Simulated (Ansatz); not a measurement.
# Sc: do energies and stresses tell the same story?

Method: DFT PBE, scalar-relativistic, plane waves, PAW (Ansatz).

Settings: cutoff 420 eV, Γ-centred mesh 15×15×8 on the computed 2-atom cell, Gaussian smearing of 0.10 eV; no spin polarisation.

Relaxed cell: P6_3/mmc, a = 3.319 Å, b = 3.319 Å, c = 5.163 Å, α = 90.00°, β = 90.00°, γ = 120.00°, 2 atoms in the primitive cell.

Energies at zero smearing and pressures from the stress tensor, at volumes with shape and atoms relaxed:
| V (Å³/atom) | E − E(first) (meV/atom) | P (GPa) |
| --- | --- | --- |
| 21.677 | 0.00 | 8.55 |
| 22.416 | -33.07 | 5.98 |
| 23.155 | -55.03 | 3.71 |
| 23.894 | -67.19 | 1.74 |
| 24.633 | -70.84 | 0.00 |
| 25.372 | -66.99 | -1.52 |
| 26.111 | -56.57 | -2.86 |
| 27.096 | -33.84 | -4.39 |

Question: Check P = −dE/dV between neighbouring volumes, and get the bulk modulus from the pressures alone.

Answer: With 1 eV/Å³ = 160.2 GPa:
```csv
middle V (Å³/atom),−ΔE/ΔV (GPa),mean P (GPa)
22.046,7.171,7.265
22.785,4.761,4.846
23.524,2.637,2.726
24.263,0.791,0.869
25.002,-0.835,-0.762
25.741,-2.260,-2.193
26.603,-3.696,-3.626
```

The two differ by 0.09 GPa at most. The mean of two end pressures misses the average over a step by about ΔV² P″/12, up to 0.03 GPa here; with that taken off 0.07 GPa remains. The stress is the derivative of the free energy, not of the energy at zero smearing, and with free energies 0.01 GPa remains. Around V = 24.633 Å³/atom, the two neighbours give B = −V ΔP/ΔV = 24.633 × 3.26 / 1.478 = 54.4 GPa, against B0 = 54.2 GPa from the Birch–Murnaghan fit of the energies.